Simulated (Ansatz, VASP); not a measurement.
## One calculation of AlN, two programs

File INCAR:

```
  PREC = Accurate
  ENCUT = 520
  EDIFF = 1E-6
  ISMEAR = 0
  SIGMA = 0.05
  LREAL = False
  LASPH = True
  NELM = 60
  ALGO = Normal
  ISIF = 2
  LWAVE = False
  LCHARG = False
  GGA = PE
  NBANDS = 16
```

Contents of KPOINTS:

```
Automatic mesh
0
Gamma
  8 8 6
```

File POSCAR:

```
AlN
1.0
    0.0000000000     -2.0353166207     -2.0353166207
    0.0000000000      2.0353166207     -2.0353166207
    4.0706332413      0.0000000000      0.0000000000
Al N
2 2
Direct
    0.5035163102      0.4964836898      0.0000277102
   -0.0035163102      0.0035163102      0.4999722898
    0.5186703138      0.4813296862      0.4848672193
   -0.0186703138      1.0186703138      0.0151327807
```

Input for Ansatz:

```yaml
crystal:
  lattice:
    - [0.0, -2.0353166207, -2.0353166207]
    - [0.0, 2.0353166207, -2.0353166207]
    - [4.0706332413, 0.0, 0.0]
  atoms:
    - { symbol: Al, position: [0.5035163102, 0.4964836898, 2.77102e-05] }
    - { symbol: Al, position: [-0.0035163102, 0.0035163102, 0.4999722898] }
    - { symbol: "N", position: [0.5186703138, 0.4813296862, 0.4848672193] }
    - { symbol: "N", position: [-0.0186703138, 1.0186703138, 0.0151327807] }
basis:
  ecutwfc: 520.0
kpoints:
  mp_grid: { grid: [8, 8, 6] }
hamiltonian:
  xc: pbe
  pseudopotentials: { kind: paw }
scf:
  occupations: { method: gaussian, width: 0.05 }
output:
  forces: true
  stress: true
  eigenvalues: true
```

Change from the starting cell: mode 10 frozen in at -0.076 Å and mode 12 at -0.062 Å (largest displacements).

Alike in both runs: task single point; functional PBE; k mesh 8 × 8 × 6; occupations gaussian, width 0.05 eV; no spin polarisation.

|  | VASP | Ansatz |
| --- | --- | --- |
| version | VASP 6.6.1 | Ansatz 0.2.0 |
| potentials or method | VASP PAW PBE potentials, release 64 (Al, N) | scalar-relativistic, plane waves, PAW |
| plane-wave cutoff (eV) | 520 | 520 |
| valence electrons in the cell | 16 | 16 |

Ansatz gave:

```
gap on the k mesh at the Fermi level (eV)       : 4.28
least direct gap on the mesh (eV)               : 4.52
pressure (GPa)                                  : 2.4
largest component of the traceless stress (GPa) : 2.41
rms of the force components (eV/Å)              : 0.832
```

Q: What did VASP give for the same quantities?

A: gap on the k mesh at the Fermi level (eV): 4.26; least direct gap on the mesh (eV): 4.50; pressure (GPa): 2.1; largest component of the traceless stress (GPa): 2.42; rms of the force components (eV/Å): 0.834.

Atom by atom the forces differ by 0.002 eV/Å (rms over components). With one functional, cell and mesh, what is left measures potentials, basis and numerics.

Caveats: forces of over 1 eV/Å show positions far from the minimum, so gaps and moduli don't describe the material at rest. A k mesh can miss the band edges.
